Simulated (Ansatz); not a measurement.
**NaCl: stress in a strained cell**

NaCl is deformed so: equal xx and yy strain of -1 %. What stress and forces result, by LAPW, PAW and all-electron datasets made for the crystal?

Method: DFT PBEsol, scalar-relativistic, in Ansatz 0.2.0.

## (1) The starting structure

It takes space group Pm-3m (No. 221, cubic). The conventional cell has a = 2.860 Å, b = 2.860 Å, c = 2.860 Å, α = 90.00°, β = 90.00°, γ = 90.00°. Around Na (site symmetry m-3m) lie 8 Cl at 2.48 Å. Cl (site symmetry m-3m) has 8 Na at 2.48 Å as nearest neighbours.

Structure file:

```cif
data_structure
_symmetry_space_group_name_H-M 'P 1'
_symmetry_Int_Tables_number 1
_cell_length_a 2.8600
_cell_length_b 2.8600
_cell_length_c 2.8600
_cell_angle_alpha 90.000
_cell_angle_beta 90.000
_cell_angle_gamma 90.000
_cell_volume 23.39
loop_
_atom_site_label
_atom_site_type_symbol
_atom_site_fract_x
_atom_site_fract_y
_atom_site_fract_z
_atom_site_occupancy
Na1 Na 0.00000 0.00000 0.00000 1
Cl1 Cl 0.50000 0.50000 0.50000 1
```

Atoms are numbered in the order of the input: Na1, Cl2.

## (2) After the deformation

Space group Pm-3m before, P4/mmm after.

## (3) Full-potential LAPW

Contents of input.yaml:

```yaml
crystal:
  lattice:
    - [2.8314, 0.0, 0.0]
    - [0.0, 2.8314, 0.0]
    - [0.0, 0.0, 2.86]
  atoms:
    - { symbol: Na, position: [0.0, 0.0, 0.0] }
    - { symbol: Cl, position: [0.5, 0.5, 0.5] }
kpoints:
  mp_grid: { grid: [8, 8, 8] }
  band_path:
    path:
      - [0.0, 0.0, 0.0]
      - [0.0, 0.5, 0.0]
      - [0.5, 0.5, 0.0]
      - [0.0, 0.0, 0.0]
      - [0.0, 0.0, 0.5]
      - [0.0, 0.5, 0.5]
      - [0.5, 0.5, 0.5]
      - [0.0, 0.0, 0.5]
      - [0.0, 0.5, 0.0]
    npoints: 5
scf:
  occupations: { method: fermi_dirac, width: 0.02 }
hamiltonian:
  xc: pbesol
  pseudopotentials: { kind: all_electron, lapw: { basis_error: 0.00025 } }
output:
  forces: true
  stress: true
  eigenvalues: true
```

Started as:

```
$ ansatz run input.yaml --threads 1 --pin off --max-ram 3072MiB --backend cpu --events-out ev --progress --plain --runs-dir out
```

## (4) PAW with frozen cores

Contents of input.yaml:

```yaml
crystal:
  lattice:
    - [2.8314, 0.0, 0.0]
    - [0.0, 2.8314, 0.0]
    - [0.0, 0.0, 2.86]
  atoms:
    - { symbol: Na, position: [0.0, 0.0, 0.0] }
    - { symbol: Cl, position: [0.5, 0.5, 0.5] }
kpoints:
  mp_grid: { grid: [8, 8, 8] }
scf:
  occupations: { method: fermi_dirac, width: 0.02 }
hamiltonian:
  xc: pbesol
  pseudopotentials: { kind: paw }
output:
  forces: true
  stress: true
  eigenvalues: true
  efg: { contact_densities: true }
  write_density: true
  write_potential: true
  elf: true
  volumetric_format: npy
```

## (5) Datasets made for this crystal

Changes to input.yaml since step 4:

```diff
@@ -14,3 +14,3 @@
   xc: pbesol
-  pseudopotentials: { kind: paw }
+  pseudopotentials: { kind: all_electron, datasets: crystal }
 output:
@@ -20,5 +20 @@
   efg: { contact_densities: true }
-  write_density: true
-  write_potential: true
-  elf: true
-  volumetric_format: npy
```

(Steps that only read results are left out.)

**Question.** What will these runs give? Wanted: pressure; largest shear or deviatoric stress.

The runs gave:

| quantity | value |
| --- | --- |
| pressure | LAPW 64.51, PAW 64.49, crystal datasets 64.51 GPa |
| largest shear or deviatoric stress (LAPW) | 1.78 GPa |

The largest part of the stress beyond the pressure is 1.78 GPa in size, in the zz component; the atoms are carried along and not relaxed. No run of the undeformed cell stands beside it, so the pressure holds what the given cell had before the change. PAW: stress within 0.02 GPa of LAPW. Crystal datasets: stress within 0.01 GPa of LAPW.
